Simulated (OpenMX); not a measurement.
Runs of OpenMX 3.8.5 on Ge. Symmetry: P-3m1, No. 164, trigonal system. The conventional cell has a = 3.978 Å, b = 3.978 Å, c = 3.235 Å, α = 90.00°, β = 90.00°, γ = 120.00°. Around Ge (site symmetry 3m) lie 3 Ge at 2.47 Å. The cell was built by a generator and needn't be a form met in nature.

```csv
cell,gap on the mesh (eV),pressure (GPa),largest force (eV/Å)
"P-3m1, 22.17 Å³/atom",none,4.0,0.50
"P-3m1, 25.06 Å³/atom",none,(b),0.03
"P-3m1, 26.03 Å³/atom",none,-3.7,0.09
"P-3m1, 24.1 Å³/atom",none,-0.7,(a)
"P-3m1, 23.14 Å³/atom",none,1.4,(c)
```

Alike in all rows: task single point; level PBE; potentials or basis OpenMX 2013 PBE set, Ge7.0-s3p2d2, grid cutoff 300 Ry; no spin polarisation; k mesh 7 × 7 × 7; smearing fermi-dirac 0.05 eV.

Problem. Fill in the values left out.

Solution. (a) 0.16; (b) -2.4; (c) 0.32.

Caveats: the basis of atomic orbitals isn't converged, which shifts pressures, moduli and gaps.

A k mesh can miss the band edges, and the runs leave out spin-orbit coupling on Ge.

A gap of «none» marks a metal or a gap under the smearing width.
